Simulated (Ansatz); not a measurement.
# Ni (Fm-3m) in Ansatz: reference runs

Aim: a first look at Ni with PBEsol, on the cell as given and on a disturbed one.

Everything below comes from runs of Ansatz 0.2.0. Logs are shortened: lines on timing, memory, paths and dates and some standing lists are left out, and cuts for length are marked.

**1. The structure**

The structure is cubic, space group Fm-3m (No. 225). The conventional cell has a = 3.475 Å, b = 3.475 Å, c = 3.475 Å, α = 90.00°, β = 90.00°, γ = 90.00°. Around Ni (site symmetry m-3m) lie 12 Ni at 2.46 Å.

**2. Single point, PBEsol, collinear spin, ferromagnetic start**

File input.yaml:

```yaml
crystal:
  lattice:
    - [0.0, 1.737572933, 1.737572933]
    - [1.737572933, 0.0, 1.737572933]
    - [1.737572933, 1.737572933, 0.0]
  atoms:
    - { symbol: Ni, position: [0.0, 0.0, 0.0], spin: 1.0 }
kpoints:
  mp_grid: { grid: [13, 13, 13] }
scf:
  occupations: { method: fermi_dirac, width: 0.05 }
hamiltonian:
  xc: pbesol
  pseudopotentials: { kind: all_electron, lapw: { basis_error: 0.001 } }
magnetization:
  spin_polarized: true
output:
  forces: true
  stress: true
  eigenvalues: true
  populations: true
```

Potentials or basis: all-electron LAPW, scalar-relativistic.

Run with:

```console
ansatz run input.yaml --threads 2 --pin off --max-ram 6144MiB --backend cpu --events-out ev --progress --plain --runs-dir out
```

Output:

```text
Warning: RAYON_NUM_THREADS=2 ignored (pool sized by the plan → 2); use --threads N
Ni: projections on atomic orbitals take those of the free atom 1s2 2s2 2p6 3s2 3p6 3d8 4s2, of charge +0.00 (hamiltonian.pseudopotentials.projection_atoms)
LAPW: plane waves up to 9.160 Å⁻¹, error target 1.0e-3 eV per atom; small_component_spin mean_spin; Ni in spheres of 1.229 Å, 18 of its electrons in bands, Dirac shells [] (how accurate: hamiltonian.pseudopotentials.lapw.basis_error, Limitations)
Engine: ansatz 0.2.0, aarch64-unknown-linux-gnu
Pseudopotentials: kind: all_electron
Pseudopotential: Ni, LAPW, valence charge 18, lapw/all_electron/scalar/gaussian/Ni, Koelling and Harmon's equation, gaussian nucleus
Functional definition: PBEsol
  exchange = pbesol_x
  correlation = pbesol_c
Crystal: 1 atoms, lattice volume = 10.492 Å³
Basis set: ecut = 319.68917319326357 eV, 137 PW (Γ), exchange–correlation at level 2
Bands: 14, of which v1, the nominal top of the filled ones, is band 9 counted from 1 (8 counted from 0)
Symmetry: 48 space group operations
Space group: Fm-3m (ITA 225), of the structure as read, at distance tolerance 2.2e-5 Å
Magnetic group: BNS 225.116 (UNI 1618), of the structure as read, at distance tolerance 2.2e-5 Å
k-points: 84 of 2197
Non-local potential: Ni, projectors of the file, none
Initial density: superposition of atomic densities (chi_scale 0.1, normalization cell)
Starting moments: Σ|m| = 1 μB on 1 of 1 site
Initial wavefunctions: plane waves of lowest kinetic energy (no species holds an atomic orbital)
Functional: x = pbesol(κ = 0.804, μ = 0.12345679012345678), c = pbesol(β = 0.046)
iter 1 solved again at ethr=9.57e-6 eV; its pass at ethr=1.00e-1 eV (dr2=1.72e-3 eV) is discarded
SCF iter   1: F=—  HF=-41348.120961 eV  |F-HF|=—  |Δ(HF+E_count)|=         —  Δρ=1.85e-2 (↑1.80e-2 ↓1.85e-2)  dr2=1.73e-3  dr2_m=3.14e-2  M=0.640 μB ∫|m|=0.682 μB  β_m=0.30  ethr=9.57e-6  ⟨swp⟩=4.0  Hψ=19342  notcnv=0
Mixer restart at iter 1: flushing history
preconditioner: auto → none  [metal: Δε(μ)=0.002 eV  Ē_g=17.182 eV  σ=0.050 eV  W_gap=0.01  n_scr=0 (ndim 8)  ℏωp=36.3 eV  f_vac=0.000  D(μ)=1.63/eV (n_scr^D=26)]
SCF iter   2: F=—  HF=-41348.125535 eV  |F-HF|=—  |Δ(HF+E_count)|=   4.57e-3  Δρ=1.30e-2 (↑1.28e-2 ↓1.30e-2)  dr2=7.69e-4  dr2_m=1.57e-2  M=0.637 μB ∫|m|=0.686 μB  β_m=0.64  ethr=9.57e-6  ⟨swp⟩=2.0  Hψ=6283  notcnv=0
iter 3 solved again at ethr=6.62e-9 eV; its pass at ethr=4.27e-6 eV (dr2=1.19e-6 eV) is discarded
SCF iter   3: F=—  HF=-41348.132585 eV  |F-HF|=—  |Δ(HF+E_count)|=   7.05e-3  Δρ=4.19e-4 (↑4.19e-4 ↓3.58e-4)  dr2=1.19e-6  dr2_m=1.39e-5  M=0.629 μB ∫|m|=0.701 μB  β_m=0.62  ethr=6.62e-9  ⟨swp⟩=3.0  Hψ=11945  notcnv=0
SCF iter   4: F=—  HF=-41348.132703 eV  |F-HF|=—  |Δ(HF+E_count)|=         —  Δρ=4.34e-4 (↑2.22e-4 ↓4.34e-4)  dr2=1.08e-5  dr2_m=5.61e-6  M=0.630 μB ∫|m|=0.704 μB  β_m=0.53  ethr=6.62e-9  ⟨swp⟩=3.0  Hψ=7214  notcnv=0
the basis was enlarged: its passes take 905.0 KiB over the memory plan, 2 of 2 planned eigensolver slots
SCF iter   5: F=—  HF=-41348.132666 eV  |F-HF|=—  |Δ(HF+E_count)|=   3.71e-5  Δρ=2.18e-4 (↑1.20e-4 ↓2.18e-4)  dr2=1.14e-6  dr2_m=2.33e-6  M=0.630 μB ∫|m|=0.705 μB  β_m=0.77  ethr=6.62e-9  ⟨swp⟩=3.0  Hψ=7103  notcnv=0
SCF iter   6: F=—  HF=-41348.132708 eV  |F-HF|=—  |Δ(HF+E_count)|=   4.18e-5  Δρ=4.82e-5 (↑2.53e-5 ↓4.82e-5)  dr2=6.16e-8  dr2_m=1.09e-7  M=0.630 μB ∫|m|=0.708 μB  β_m=0.74  ethr=6.34e-9  ⟨swp⟩=3.0  Hψ=6905  notcnv=0
SCF iter   7: F=—  HF=-41348.132710 eV  |F-HF|=—  |Δ(HF+E_count)|=   1.42e-6  Δρ=2.12e-6 (↑1.77e-6 ↓2.12e-6)  dr2=9.15e-11  dr2_m=2.63e-10  M=0.630 μB ∫|m|=0.708 μB  β_m=0.87  ethr=3.42e-10  ⟨swp⟩=3.0  Hψ=6972  notcnv=0
SCF iter   8: F=-41348.132710 eV  HF=-41348.132710 eV  |F-HF|=1.24e-10  |Δ(HF+E_count)|=   1.38e-8  Δρ=9.11e-7 (↑6.09e-7 ↓9.11e-7)  dr2=5.99e-12  dr2_m=5.34e-11  M=0.630 μB ∫|m|=0.708 μB  ethr=1.00e-12  ⟨swp⟩=3.0  Hψ=7087  notcnv=0
SCF 1 converged in 8 iterations: F = -41348.132710 eV  dr2 = 5.99e-12
SCF converged after 8 iterations
Magnetization: 0.6301 μB (9.3150 up, 8.6850 down)
Absolute magnetization: 0.7082 μB (∫|ρ↑−ρ↓|)
Spin contamination: 0.0056 ħ² per cell (⟨S²⟩ above its minimum at these occupations)
Per-site moments (μB) at R_I (Å): [(0.651894175040928, 1.2286495854221848)]
Free energy (F): -41348.132710 eV
Harris-Foulkes:  -41348.132710 eV  (|F-HF|=1.24e-10)
Internal energy: -41348.119887 eV  (E = F + TS)
E sigma→0 (E₀):  -41348.126298 eV
Entropy (-TS):   -0.012823 eV (-12.823 meV/atom)
Fermi energy:    18.971079 eV
--- Per-component energies (eV) ---
  E_band       = -270.124724
  E_kinetic    = 42005.249533
  E_xc         = -1695.446521
  E_electrostatic = -81657.922899  (all electrons and nuclei)
  E_smearing   = -0.012823  (= −TS)
  E_closure    = 0.000000  (closes the sum)
  E_atoms      = -41340.345444  (free atoms, spherical and without spin; not in F)
  Σ components = -41348.132710   (vs F -41348.132710, Δ=0.00e0)
  Basis errors (estimates in eV, not in F): energy 2.0e-4 per atom: plane waves 1.7e-4 (1.2e-4 summed), levels above the bands 5.0e-209, relativity 1.6e-8, radial functions 3.1e-5, core shells 6.5e-10; eigenvalues (radial functions only) 5.6e-6; not estimated: angular momenta, meshes, grids; target (lapw.basis_error) 1.0e-3; muffin-tin radii Ni 1.229 Å
--- Forces (eV/Å), atoms counted from 1 ---
  atom   1  Ni    -0.00000000     0.00000000    -0.00000000
  max |Σ_I F_I| component: 3.29e-32 eV/Å
--- Stress (GPa, compression-positive) ---
       -2.402158      -0.000000      -0.000000
       -0.000000      -2.402158      -0.000000
       -0.000000      -0.000000      -2.402158
  P = ⅓ Tr σ = -2.4022 GPa (-24.022 kbar)
--- Band table (eV; the first three rows and the last of 168) ---
  k-point 0 ↑: bands = ["-84.4571", "-44.8394", "-44.8394", "-44.8394", "9.5429", "16.4173", "16.4173", "16.4173", "17.6665", "17.6665", "42.6884", "46.8833", "46.8833", "46.8833"]
  k-point 1 ↑: bands = ["-84.4548", "-44.8540", "-44.8415", "-44.8415", "9.7804", "16.3533", "16.4713", "16.4713", "17.6437", "17.6437", "41.8690", "44.6118", "46.3508", "46.3508"]
  k-point 2 ↑: bands = ["-84.4484", "-44.8944", "-44.8472", "-44.8472", "10.4712", "16.1975", "16.5921", "16.5921", "17.6150", "17.6150", "38.5137", "43.6336", "45.5212", "45.5212"]
  k-point 83 ↓: bands = ["-83.5761", "-44.2144", "-44.1928", "-44.1268", "15.3719", "16.1387", "16.4563", "18.1975", "19.3249", "25.6722", "27.6962", "29.8283", "30.8957", "48.5875"]
--- Löwdin populations: 1 site ---
  site symbol       q [e]    m [muB]
     0     Ni     27.7766     0.6583
  spilling = 0.007977 (of n_electrons = 28.000000)
```

Run time: 8.2 s. Hardware: 2 threads of Arm Neoverse V2, shared host; peak memory 0.35 GiB.

What came out:

```yaml
Free_energy: -41348.1327 eV
Pressure: -2.4 GPa
Band_gap_on_the_k_mesh: none (metal or under the smearing width)
Net_moment: 0.63 μB per cell
Absolute_moment: 0.71 μB per cell
Site_moments: Ni +0.65 μB
```

**3. Single point, PBEsol, collinear spin, ferromagnetic start (cell strained at random at fixed volume)**

Edit input.yaml of step 2 so:

```diff
@@ -2,7 +2,7 @@
   lattice:
-    - [0.0, 1.737572933, 1.737572933]
-    - [1.737572933, 0.0, 1.737572933]
-    - [1.737572933, 1.737572933, 0.0]
+    - [0.01655, 1.757251, 1.768239]
+    - [1.719118, 0.016332, 1.768457]
+    - [1.714474, 1.752825, 0.020976]
   atoms:
-    - { symbol: Ni, position: [0.0, 0.0, 0.0], spin: 1.0 }
+    - { symbol: Ni, position: [0.006509, 0.01144, -0.032895], spin: 1.0 }
 kpoints:
```

Potentials or basis: all-electron LAPW, scalar-relativistic.

Run with:

```console
ansatz run input.yaml --threads 2 --pin off --max-ram 6144MiB --backend cpu --events-out ev --progress --plain --runs-dir out
```

Output:

```text
Warning: RAYON_NUM_THREADS=2 ignored (pool sized by the plan → 2); use --threads N
Ni: projections on atomic orbitals take those of the free atom 1s2 2s2 2p6 3s2 3p6 3d8 4s2, of charge +0.00 (hamiltonian.pseudopotentials.projection_atoms)
LAPW: plane waves up to 9.258 Å⁻¹, error target 1.0e-3 eV per atom; small_component_spin mean_spin; Ni in spheres of 1.218 Å, 18 of its electrons in bands, Dirac shells [] (how accurate: hamiltonian.pseudopotentials.lapw.basis_error, Limitations)
[... 6 set-up lines as earlier in the session ...]
Crystal: 1 atoms, lattice volume = 10.492 Å³
Basis set: ecut = 326.58222755088735 eV, 139 PW (Γ), exchange–correlation at level 2
Bands: 14, of which v1, the nominal top of the filled ones, is band 9 counted from 1 (8 counted from 0)
Symmetry: 2 space group operations
Space group: P-1 (ITA 2), of the structure as read, at distance tolerance 2.2e-5 Å
Magnetic group: BNS 2.4 (UNI 4), of the structure as read, at distance tolerance 2.2e-5 Å
k-points: 1099 of 2197
[... 2 set-up lines as earlier in the session ...]
Starting moments: Σ|m| = 1 μB on 1 of 1 site
[... 2 set-up lines as earlier in the session ...]
iter 1 solved again at ethr=9.98e-6 eV; its pass at ethr=1.00e-1 eV (dr2=1.80e-3 eV) is discarded
SCF iter   1: F=—  HF=-41348.117633 eV  |F-HF|=—  |Δ(HF+E_count)|=         —  Δρ=1.87e-2 (↑1.82e-2 ↓1.87e-2)  dr2=1.80e-3  dr2_m=3.21e-2  M=0.638 μB ∫|m|=0.680 μB  β_m=0.30  ethr=9.98e-6  ⟨swp⟩=4.0  Hψ=255062  notcnv=0
Mixer restart at iter 1: flushing history
preconditioner: auto → none  [metal: Δε(μ)=0.001 eV  Ē_g=17.191 eV  σ=0.050 eV  W_gap=0.00  n_scr=0 (ndim 8)  ℏωp=36.3 eV  f_vac=0.000  D(μ)=1.64/eV (n_scr^D=26)]
SCF iter   2: F=—  HF=-41348.122242 eV  |F-HF|=—  |Δ(HF+E_count)|=   4.61e-3  Δρ=1.31e-2 (↑1.29e-2 ↓1.31e-2)  dr2=7.92e-4  dr2_m=1.60e-2  M=0.635 μB ∫|m|=0.684 μB  β_m=0.64  ethr=9.98e-6  ⟨swp⟩=2.0  Hψ=81882  notcnv=0
iter 3 solved again at ethr=7.99e-9 eV; its pass at ethr=4.40e-6 eV (dr2=1.44e-6 eV) is discarded
SCF iter   3: F=—  HF=-41348.129283 eV  |F-HF|=—  |Δ(HF+E_count)|=   7.04e-3  Δρ=4.35e-4 (↑4.35e-4 ↓3.67e-4)  dr2=1.44e-6  dr2_m=1.48e-5  M=0.628 μB ∫|m|=0.701 μB  β_m=0.63  ethr=7.99e-9  ⟨swp⟩=3.0  Hψ=155565  notcnv=0
SCF iter   4: F=—  HF=-41348.129406 eV  |F-HF|=—  |Δ(HF+E_count)|=         —  Δρ=4.55e-4 (↑2.35e-4 ↓4.55e-4)  dr2=1.23e-5  dr2_m=6.07e-6  M=0.628 μB ∫|m|=0.704 μB  β_m=0.53  ethr=7.99e-9  ⟨swp⟩=3.0  Hψ=93624  notcnv=0
the basis was enlarged: its passes take 347.5 KiB over the memory plan, 2 of 2 planned eigensolver slots
SCF iter   5: F=—  HF=-41348.129368 eV  |F-HF|=—  |Δ(HF+E_count)|=   3.82e-5  Δρ=2.30e-4 (↑1.22e-4 ↓2.30e-4)  dr2=1.43e-6  dr2_m=2.48e-6  M=0.628 μB ∫|m|=0.705 μB  β_m=0.76  ethr=7.99e-9  ⟨swp⟩=3.0  Hψ=91838  notcnv=0
SCF iter   6: F=—  HF=-41348.129407 eV  |F-HF|=—  |Δ(HF+E_count)|=   3.93e-5  Δρ=4.78e-5 (↑2.47e-5 ↓4.78e-5)  dr2=7.00e-8  dr2_m=1.03e-7  M=0.628 μB ∫|m|=0.707 μB  β_m=0.74  ethr=7.93e-9  ⟨swp⟩=3.0  Hψ=89990  notcnv=0
SCF iter   7: F=—  HF=-41348.129408 eV  |F-HF|=—  |Δ(HF+E_count)|=   1.10e-6  Δρ=1.92e-6 (↑1.45e-6 ↓1.92e-6)  dr2=1.28e-10  dr2_m=1.80e-10  M=0.628 μB ∫|m|=0.708 μB  β_m=0.87  ethr=3.89e-10  ⟨swp⟩=3.0  Hψ=90802  notcnv=0
SCF iter   8: F=-41348.129408 eV  HF=-41348.129408 eV  |F-HF|=5.38e-10  |Δ(HF+E_count)|=   1.72e-8  Δρ=8.27e-7 (↑5.71e-7 ↓8.27e-7)  dr2=4.28e-11  dr2_m=3.39e-11  M=0.628 μB ∫|m|=0.708 μB  ethr=1.00e-12  ⟨swp⟩=3.0  Hψ=92366  notcnv=0
SCF 1 converged in 8 iterations: F = -41348.129408 eV  dr2 = 4.28e-11
SCF converged after 8 iterations
Magnetization: 0.6282 μB (9.3141 up, 8.6859 down)
Absolute magnetization: 0.7075 μB (∫|ρ↑−ρ↓|)
Spin contamination: 0.0056 ħ² per cell (⟨S²⟩ above its minimum at these occupations)
Per-site moments (μB) at R_I (Å): [(0.6518931127437853, 1.2175319944456278)]
Free energy (F): -41348.129408 eV
Harris-Foulkes:  -41348.129408 eV  (|F-HF|=5.38e-10)
Internal energy: -41348.116635 eV  (E = F + TS)
E sigma→0 (E₀):  -41348.123022 eV
Entropy (-TS):   -0.012774 eV (-12.774 meV/atom)
Fermi energy:    18.969007 eV
--- Per-component energies (eV) ---
  E_band       = -270.113513
  E_kinetic    = 42005.267492
  E_xc         = -1695.450637
  E_electrostatic = -81657.933489  (all electrons and nuclei)
  E_smearing   = -0.012774  (= −TS)
  E_closure    = 0.000000  (closes the sum)
  E_atoms      = -41340.345444  (free atoms, spherical and without spin; not in F)
  Σ components = -41348.129408   (vs F -41348.129408, Δ=0.00e0)
  Basis errors (estimates in eV, not in F): energy 2.3e-4 per atom: plane waves 2.1e-4 (1.1e-4 summed), levels above the bands 1.2e-206, relativity 1.5e-8, radial functions 1.9e-5, core shells 7.4e-10; eigenvalues (radial functions only) 3.5e-6; not estimated: angular momenta, meshes, grids; target (lapw.basis_error) 1.0e-3; muffin-tin radii Ni 1.218 Å
--- Forces (eV/Å), atoms counted from 1 ---
  atom   1  Ni     0.00000000     0.00000000     0.00000000
  max |Σ_I F_I| component: 0.00e0 eV/Å
--- Stress (GPa, compression-positive) ---
       -0.324239      -1.089443      -1.855205
       -1.089443      -2.834933      -1.545650
       -1.855205      -1.545650      -3.728704
  P = ⅓ Tr σ = -2.2960 GPa (-22.960 kbar)
--- Band table (eV; the first three rows and the last of 2198) ---
  k-point 0 ↑: bands = ["-84.4557", "-44.8482", "-44.8390", "-44.8261", "9.5441", "16.3096", "16.4089", "16.5370", "17.5765", "17.7588", "42.6731", "46.3628", "47.0558", "47.2882"]
  k-point 1 ↑: bands = ["-84.4533", "-44.8616", "-44.8415", "-44.8296", "9.7846", "16.3575", "16.3802", "16.5673", "17.5542", "17.7285", "42.0093", "44.6674", "45.8949", "46.5740"]
  k-point 2 ↑: bands = ["-84.4467", "-44.9017", "-44.8477", "-44.8367", "10.4839", "16.2236", "16.4896", "16.6938", "17.5320", "17.6748", "38.7845", "43.4808", "45.0880", "45.7190"]
  k-point 1098 ↓: bands = ["-83.5873", "-44.2918", "-44.0841", "-44.0659", "14.4109", "16.9097", "17.1299", "17.8167", "19.1687", "19.9617", "25.3975", "40.0825", "42.4407", "42.7328"]
--- Löwdin populations: 1 site ---
  site symbol       q [e]    m [muB]
     0     Ni     27.7766     0.6566
  spilling = 0.007977 (of n_electrons = 28.000000)
```

populations.tsv:

```text
# site	symbol	l	j	q_up	q_dn
# orbitals = lowdin
# n_electrons = 28.000000
# spilling = 0.007977
# projection_atom_Ni: 1s2 2s2 2p6 3s2 3p6 3d8 4s2
0	Ni	0_1S	-	0.999995	0.999995
0	Ni	0_2S	-	0.999751	0.999755
0	Ni	0_3S	-	0.994031	0.994160
0	Ni	0_4S	-	0.487019	0.497228
0	Ni	1_2P	-	2.999997	2.999998
0	Ni	1_3P	-	2.999302	2.999250
0	Ni	2_3D	-	4.736508	4.069656
```

Run time: 91 s. Hardware: 2 threads of Arm Neoverse V2, shared host; peak memory 1.4 GiB.

Results:

```
Free energy            : -41348.1294 eV
Pressure               : -2.3 GPa
Band gap on the k mesh : none (metal or under the smearing width)
Net moment             : 0.63 μB per cell
Absolute moment        : 0.71 μB per cell
Site moments           : Ni +0.65 μB
```
